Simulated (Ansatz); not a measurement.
**ZrB: a line through an energy map**

Aim: follow the energy of ZrB (Fm-3m, No. 225; 2 atoms in the cell) along one coordinate, normal strain along z, with the other held at normal strain along x = 7.00 %.

Method: DFT LDA, scalar-relativistic, plane waves, PAW, in Ansatz 0.2.0.

15 further runs of the same task are left out: 15 set aside as unsound or not needed.

### Step 1. The starting structure

It takes space group Fm-3m (No. 225, cubic). Conventional cell: a = 4.831 Å, b = 4.831 Å, c = 4.831 Å, α = 90.00°, β = 90.00°, γ = 90.00°. Zr (site symmetry m-3m) is surrounded by 6 B at 2.42 Å. B (site symmetry m-3m) is surrounded by 6 Zr at 2.42 Å.

Coordinates:

```cif
data_structure
_symmetry_space_group_name_H-M 'P 1'
_symmetry_Int_Tables_number 1
_cell_length_a 3.4159
_cell_length_b 3.4159
_cell_length_c 3.4159
_cell_angle_alpha 60.000
_cell_angle_beta 60.000
_cell_angle_gamma 60.000
_cell_volume 28.18
loop_
_atom_site_label
_atom_site_type_symbol
_atom_site_fract_x
_atom_site_fract_y
_atom_site_fract_z
_atom_site_occupancy
Zr1 Zr 0.00000 0.00000 0.00000 1
B1 B 0.50000 0.50000 0.50000 1
```

It is the result of an earlier relaxation at this level (volume 14.09 Å³/atom; gap on the mesh: none (metal)).

### Step 2. Plan of the line

The energy is mapped over two homogeneous strains (x along [1 0 0], y along [0 1 0], z along [0 0 1] of the conventional cell).

The axes are (1) normal strain along x: 7 values from −7.00 %; (2) normal strain along z: 7 values from −11.0 %.

Nothing else is relaxed (symmetry fixes all fractional coordinates). Energies count from the relaxed crystal. Points are written as (first, second).

### Step 3. Grid point (7.00 %, −11.0 %)

input.yaml

```yaml
crystal:
  lattice:
    - [0.0, 2.4153850465, 2.1496926914]
    - [2.5844619998, 0.0, 2.1496926914]
    - [2.5844619998, 2.4153850465, 0.0]
  atoms:
    - { symbol: Zr, position: [0.0, 0.0, 0.0] }
    - { symbol: B, position: [0.5, 0.5, 0.5] }
basis:
  ecutwfc: 520.0
kpoints:
  mp_grid: { grid: [16, 16, 16] }
hamiltonian:
  xc: lda
scf:
  occupations: { method: gaussian, width: 0.15 }
output:
  forces: true
  stress: true
  eigenvalues: true
```

Run with:

```bash
$ ansatz run input.yaml --threads 1 --pin off --max-ram 2048MiB --backend cpu --events-out ev --progress --plain --runs-dir out
```

The session goes on with these runs: the other points of the line.

What does the calculation give? Wanted: for each run, normal strain along z; energy; slope; pressure.

As calculated:

```
normal strain along z (%)  step  energy (meV/atom)  slope (meV/atom per %)  pressure (GPa)
                    −11.0     3                284                     −45            14.4
                     −7.3     4                152                     −27             5.1
                     −3.7     5                 82                     −11            −2.8
                      0.0     6                 70                       4            −9.3
                      3.7     7                103                      14           −14.2
                      7.3     –                169                      21           −17.6
                     11.0     8                256                      26           −19.9
```

Energies count from the relaxed crystal. Rows without a step come from runs not printed here or follow by symmetry. Slopes come from the forces (and the stress, where the cell changes), not from differences of energies.

In words: The lowest point of the line is at 0.0 %, 70 meV/atom from the zero. Energies and slopes round the minimum, fitted together, put the minimum at −1.01 %, with a curvature of about 3.7 meV/atom per %². Divided by the reference volume, that is a stiffness of about 420 GPa for this pattern of strain. The highest point computed, at −11.0 %, lies 214 meV/atom above the lowest. This is one cut through a surface in two coordinates; the map's lowest point lies off it.
